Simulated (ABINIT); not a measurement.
The system is Pd.

```xyz
1
Lattice="0.0000 1.9465 1.9465 1.9465 0.0000 1.9465 1.9465 1.9465 0.0000" Properties=species:S:1:pos:R:3 pbc="T T T"
Pd    0.0000    0.0000    0.0000
```

Base run:

```yaml
Program: ABINIT 10.8.3 (patched build)
Functional: PBE
Potentials_or_basis: Ansatz PAW PBE default generated set, frozen core
Cutoff: 419 eV
k_mesh: 12 × 12 × 12
Occupations: fermi-dirac, width 0.1 eV
Spin: no spin polarisation
```

Its results: band gap on the k mesh none (metal or under the smearing width); pressure 7.2 GPa.

Task: The run is repeated on the same cell with these changes: occupations from fermi-dirac, width 0.1 eV to methfessel-paxton, width 0.1 eV. What comes out?

Result: Band gap on the k mesh none (metal or under the smearing width); pressure 6.8 GPa.

Caveats: the atomic spheres overlap.
